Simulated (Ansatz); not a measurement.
# Ag (P6_3/mmc) in Ansatz: reference runs

Reference runs on Ag: the cell as given and a disturbed copy.

Program: Ansatz 0.2.0. These are calculated values, not measurements. Logs are shortened: lines on timing, memory, paths and dates and some standing lists are left out, and cuts for length are marked.

## (1) The crystal as given

Symmetry: P6_3/mmc, No. 194, hexagonal system. Conventional cell: a = 2.886 Å, b = 2.886 Å, c = 10.000 Å, α = 90.00°, β = 90.00°, γ = 120.00°. Ag (site symmetry -3m) has 12 Ag at 2.89 to 3.00 Å as nearest neighbours. Ag (site symmetry -6m2) has 12 Ag at 2.89 to 3.00 Å as nearest neighbours.

This isn't the form of Ag at room conditions, which is fcc.

## (2) Single point, PBEsol

Input file input.yaml:

```yaml
crystal:
  lattice:
    - [2.8862, 0.0, 0.0]
    - [-1.4431, 2.4995225204, 0.0]
    - [0.0, 0.0, 10.0]
  atoms:
    - { symbol: Ag, position: [0.0, 0.0, 0.5] }
    - { symbol: Ag, position: [0.0, 0.0, 0.0] }
    - { symbol: Ag, position: [0.6666666667, 0.3333333333, 0.75] }
    - { symbol: Ag, position: [0.3333333333, 0.6666666667, 0.25] }
hamiltonian:
  xc: pbesol
  pseudopotentials: { kind: paw }
kpoints:
  mp_grid: { grid: [11, 11, 3] }
scf:
  occupations: { method: fermi_dirac, width: 0.05 }
output:
  forces: true
  stress: true
  eigenvalues: true
```

Potentials or basis: Ansatz PAW.

Run with:

```console
$ ansatz run input.yaml --threads 2 --pin off --max-ram 5632MiB --backend cpu --events-out ev --progress --plain --runs-dir out
```

The log of the run:

```text
Warning: RAYON_NUM_THREADS=2 ignored (pool sized by the plan → 2); use --threads N
Engine: ansatz 0.2.0, aarch64-unknown-linux-gnu
Pseudopotentials: kind: paw
Pseudopotential: Ag, paw, valence charge 19, recommended cutoff 420 eV (normal), Ag.paw.azcp
Functional definition: PBEsol
  exchange = pbesol_x
  correlation = pbesol_c
Crystal: 4 atoms, lattice volume = 72.141 Å³
Basis set: ecut = 420 eV, 1401 PW (Γ), exchange–correlation on 40×40×144 points (8 copies of the dense FFT grid, shifted against one another)
Bands: 46, of which v1, the nominal top of the filled ones, is band 38 counted from 1 (37 counted from 0)
Symmetry: 24 space group operations
Space group: P63/mmc (ITA 194), of the structure as read, at distance tolerance 4.2e-5 Å
k-points: 32 of 363
Non-local potential: Ag, projectors of the file, l = 0: 3, l = 1: 2, l = 2: 2, l = 3: 1
PAW form: soft (Blöchl's): semilocal exchange-correlation on the pseudo side does not see the compensation charge
PAW frozen core: Ag, regenerated for the run's functional, and the local potential with it (the file was generated under x = pbe(κ = 0.804, μ = 0.2195149727645171), c = pbe(β = 0.06672455060314922))
PAW one-centre angular grid: Ag, 590 points (default); XC on 64 Gauss nodes
Initial density: superposition of atomic densities (neutral atoms: chi_scale 0, normalization atom), corrected by the library's trained network
Initial wavefunctions: pseudopotential atomic-orbital guess
Functional: x = pbesol(κ = 0.804, μ = 0.12345679012345678), c = pbesol(β = 0.046)
SCF iter   1: F=—  HF=-30088.837003 eV  |F-HF|=—  |Δ(HF+E_count)|=         —  Δρ=9.97e-3  dr2=6.85e-2  ethr=1.77e-3  ⟨swp⟩=5.6  Hψ=4787  notcnv=0  defer=32
preconditioner: auto → Kerker (q_TF=auto, 2.752 Å⁻¹)  [metal: Δε(μ)=0.095 eV  Ē_g=10.751 eV  σ=0.050 eV  W_gap=0.40  n_scr=26 (ndim 8)  ℏωp=29.0 eV  f_vac=0.000  D(μ)=1.93/eV (n_scr^D=6)]
SCF iter   2: F=—  HF=-30088.819642 eV  |F-HF|=—  |Δ(HF+E_count)|=   1.74e-2  Δρ=2.60e-3  dr2=4.74e-3  ethr=9.01e-5  ⟨swp⟩=2.3  Hψ=2553  notcnv=0  defer=69
SCF iter   3: F=—  HF=-30088.818353 eV  |F-HF|=—  |Δ(HF+E_count)|=   1.29e-3  Δρ=1.07e-3  dr2=4.89e-4  ethr=6.23e-6  ⟨swp⟩=2.0  Hψ=1760  notcnv=0  defer=69
SCF iter   4: F=—  HF=-30088.818287 eV  |F-HF|=—  |Δ(HF+E_count)|=   6.57e-5  Δρ=1.67e-4  dr2=1.15e-5  ethr=6.44e-7  ⟨swp⟩=2.8  Hψ=2903  notcnv=0  defer=69
SCF iter   5: F=—  HF=-30088.818299 eV  |F-HF|=—  |Δ(HF+E_count)|=   1.17e-5  Δρ=3.85e-5  dr2=1.35e-6  ethr=1.51e-8  ⟨swp⟩=2.8  Hψ=2756  notcnv=0  defer=69
SCF iter   6: F=-30088.818298 eV  HF=-30088.818299 eV  |F-HF|=5.03e-8  |Δ(HF+E_count)|=   1.30e-7  Δρ=1.24e-5  dr2=8.54e-8  ethr=1.32e-10  ⟨swp⟩=7.5  Hψ=6371  notcnv=0
SCF 1 converged in 6 iterations: F = -30088.818298 eV  dr2 = 8.54e-8
SCF converged after 6 iterations
Free energy (F): -30088.818298 eV
Harris-Foulkes:  -30088.818299 eV  (|F-HF|=5.03e-8)
Internal energy: -30088.803491 eV  (E = F + TS)
E sigma→0 (E₀):  -30088.810895 eV
Entropy (-TS):   -0.014807 eV (-3.702 meV/atom)
Fermi energy:    15.964363 eV
--- Per-component energies (eV) ---
  E_band       = -1029.316302
  E_kinetic    = 2105.749281
  E_local      = -9136.541384  (includes V_loc(G=0)·N_el)
  E_nonlocal   = 330.991171
  E_hartree    = 4125.330775
  E_xc         = -732.590046
  E_vxc        = -934.581073  (∫ρ·V_xc dr)
  E_paw        = -15338.671962  (= ΣΔE_a)
  E_vpaw       = -1645.595867  (= ΣTr[D̂ρ^β])
  E_aug_tail   = 0.001191  (compensation charges beyond the density's cutoff)
  E_ewald      = -11444.363474
  E_core_change = 1.290956  (= ΣΔE_core)
  E_smearing   = -0.014807  (= −TS)
  E_closure    = -0.000000  (closes the sum)
  Σ components = -30088.818298   (vs F -30088.818298, Δ=0.00e0)
--- Forces (eV/Å), atoms counted from 1 ---
  atom   1  Ag    -0.00000000     0.00000000     0.00000000
  atom   2  Ag     0.00000000    -0.00000000    -0.00000000
  atom   3  Ag    -0.00000000     0.00000000     0.00000000
  atom   4  Ag     0.00000000    -0.00000000     0.00000000
  max |Σ_I F_I| component: 4.21e-30 eV/Å
--- Stress (GPa, compression-positive) ---
       -6.029350       0.000000       0.000000
       -0.000000      -6.029350       0.000000
        0.000000       0.000000      -9.357139
  P = ⅓ Tr σ = -7.1386 GPa (-71.386 kbar)
--- Band table (eV; the first three rows and the last of 32) ---
  k-point 0: bands = ["-75.7834", "-75.7790", "-75.7782", "-75.7739", "-39.3157", "-39.2621", "-39.2621", "-39.2279", "-39.2279", "-39.2216", "-39.2216", "-39.2204", "-39.2204", "-39.2141", "-39.2141", "-39.2082", "8.4883", "9.6794", "9.6807", "9.8117", "11.1456", "11.3838", "11.3838", "11.4148", "11.4148", "11.4957", "11.5004", "11.5187", "11.5187", "11.5603", "11.5603", "12.2587", "12.2587", "12.5402", "12.5402", "12.6538", "12.6538", "12.9692", "12.9692", "15.2321", "18.4660", "25.3920", "25.3993", "31.3858", "31.5550", "32.4841"]
  k-point 1: bands = ["-75.7828", "-75.7810", "-75.7762", "-75.7745", "-39.3085", "-39.2890", "-39.2352", "-39.2270", "-39.2270", "-39.2245", "-39.2245", "-39.2175", "-39.2175", "-39.2154", "-39.2150", "-39.2150", "8.6720", "9.1637", "9.8327", "9.8509", "11.1269", "11.1418", "11.4051", "11.4051", "11.4282", "11.4282", "11.5022", "11.5022", "11.5311", "11.5311", "12.3105", "12.3105", "12.4304", "12.4304", "12.5757", "12.7774", "12.7774", "12.9145", "12.9145", "14.1357", "19.9003", "22.4931", "28.3182", "30.7156", "31.6610", "31.8746"]
  k-point 2: bands = ["-75.7823", "-75.7781", "-75.7773", "-75.7731", "-39.3126", "-39.2628", "-39.2628", "-39.2379", "-39.2309", "-39.2298", "-39.2288", "-39.2242", "-39.2242", "-39.2230", "-39.2162", "-39.2089", "8.7190", "9.8823", "9.8831", "9.9585", "11.1812", "11.2318", "11.3241", "11.3257", "11.3529", "11.4909", "11.4980", "11.5183", "11.6254", "11.6357", "11.6706", "12.1555", "12.1888", "12.5137", "12.5438", "12.6372", "12.7795", "12.8078", "12.9795", "15.8900", "18.5173", "25.5789", "25.5841", "30.9312", "31.3912", "31.7098"]
  k-point 31: bands = ["-75.7662", "-75.7661", "-75.7652", "-75.7651", "-39.3305", "-39.3290", "-39.3213", "-39.3208", "-39.3047", "-39.3037", "-39.2958", "-39.2909", "-39.2457", "-39.2414", "-39.2363", "-39.2357", "10.4929", "10.5304", "10.7578", "10.7615", "10.8267", "10.9071", "11.0945", "11.1425", "11.3933", "11.4326", "11.5301", "11.6721", "11.9263", "12.0349", "12.3025", "12.3827", "12.7706", "12.8752", "12.9564", "12.9792", "18.6388", "18.7454", "19.2575", "19.2729", "20.9906", "21.3051", "21.7125", "21.9144", "23.2196", "23.3135"]
```

Wall time 2.9 s (2 threads of Arm Neoverse V1, shared host); peak memory 0.37 GiB.

What came out:

```yaml
Free_energy: -30088.8183 eV
Pressure: -7.1 GPa
Band_gap_on_the_k_mesh: none (metal or under the smearing width)
```

Levels at points of the mesh, in eV from the Fermi level:
| k point | band 36 | band 37 | band 38 | band 39 | band 40 | band 41 |
| --- | --- | --- | --- | --- | --- | --- |
| (0.00, 0.00, 0.00) | -3.31 | -3.31 | -3.00 | -3.00 | -0.73 | 2.50 |

Caveat: the PAW data sets come from PBE, with cores solved anew for the run's functional, which leaves a small shift of forces and pressure.

## (3) Single point, PBEsol (atoms moved at random, drawn with an rms of 0.05 Å)

Input file input.yaml:

```yaml
crystal:
  lattice:
    - [2.8862, 0.0, 0.0]
    - [-1.4431, 2.4995225204, 0.0]
    - [0.0, 0.0, 10.0]
  atoms:
    - { symbol: Ag, position: [-0.007849, -0.034375, 0.500822] }
    - { symbol: Ag, position: [0.00119, 0.009554, 0.006484] }
    - { symbol: Ag, position: [0.668049, 0.345156, 0.751857] }
    - { symbol: Ag, position: [0.338224, 0.667208, 0.247927] }
hamiltonian:
  xc: pbesol
  pseudopotentials: { kind: paw }
kpoints:
  mp_grid: { grid: [11, 11, 3] }
scf:
  occupations: { method: fermi_dirac, width: 0.05 }
output:
  forces: true
  stress: true
  eigenvalues: true
```

Potentials or basis: Ansatz PAW.

Run with:

```console
$ ansatz run input.yaml --threads 2 --pin off --max-ram 5632MiB --backend cpu --events-out ev --progress --plain --runs-dir out
```

The log of the run:

```text
Warning: RAYON_NUM_THREADS=2 ignored (pool sized by the plan → 2); use --threads N
Engine: ansatz 0.2.0, aarch64-unknown-linux-gnu
Pseudopotentials: kind: paw
[... 64 lines left out ...]
  k-point 1: bands = ["-75.8092", "-75.7990", "-75.7603", "-75.7505", "-39.3313", "-39.2807", "-39.2522", "-39.2512", "-39.2398", "-39.2397", "-39.2393", "-39.2052", "-39.2038", "-39.2026", "-39.1929", "-39.1923", "8.6621", "9.1678", "9.8027", "9.8746", "11.1179", "11.1387", "11.3814", "11.3850", "11.4291", "11.4325", "11.4968", "11.5053", "11.5345", "11.5549", "12.2847", "12.3055", "12.4100", "12.4635", "12.5811", "12.7680", "12.7896", "12.9067", "12.9324", "14.1397", "19.8918", "22.4915", "28.3181", "30.7494", "31.6504", "31.8830"]
  k-point 2: bands = ["-75.8082", "-75.7981", "-75.7594", "-75.7496", "-39.3310", "-39.2697", "-39.2586", "-39.2567", "-39.2544", "-39.2467", "-39.2420", "-39.2145", "-39.2055", "-39.2027", "-39.2002", "-39.1947", "8.7131", "9.8596", "9.8841", "9.9737", "11.1681", "11.2173", "11.3046", "11.3275", "11.3645", "11.4828", "11.5017", "11.5127", "11.6332", "11.6425", "11.6700", "12.1425", "12.1900", "12.5133", "12.5563", "12.6398", "12.7468", "12.8498", "12.9708", "15.8962", "18.5122", "25.3932", "25.7717", "30.9105", "31.4002", "31.7307"]
  k-point 181: bands = ["-75.7970", "-75.7890", "-75.7490", "-75.7400", "-39.3698", "-39.3595", "-39.3219", "-39.3123", "-39.2909", "-39.2828", "-39.2724", "-39.2580", "-39.2418", "-39.2319", "-39.2245", "-39.2070", "10.0856", "10.1301", "10.1668", "10.3037", "10.4256", "10.4883", "11.0348", "11.1443", "11.5875", "11.8210", "11.9658", "12.0964", "12.3363", "12.5789", "12.6418", "12.7886", "12.8149", "12.9057", "13.0957", "13.1721", "14.9204", "15.2580", "17.3377", "18.8460", "20.7394", "21.0817", "23.1357", "23.6512", "24.9280", "26.0000"]
```

It took 30 s on 2 threads of Arm Neoverse V1, shared host; peak memory 0.61 GiB.

What came out:

| Item | Value |
| --- | --- |
| Free energy | -30088.8071 eV |
| Pressure | -7.0 GPa |
| Largest force | 0.217 eV/Å |
| Band gap on the k mesh | none (metal or under the smearing width) |

Forces in eV/Å, atoms in the order of the input:
```
Ag  -0.011  0.049 -0.008
Ag   0.008 -0.008 -0.217
Ag   0.007 -0.033  0.038
Ag  -0.005 -0.009  0.187
```

Stress tensor (GPa, compression positive):
```
-5.97  0.04 -0.04
 0.04 -5.91 -0.03
-0.04 -0.03 -9.09
```

Caveat: the PAW data sets come from PBE, with cores solved anew for the run's functional, which leaves a small shift of forces and pressure.
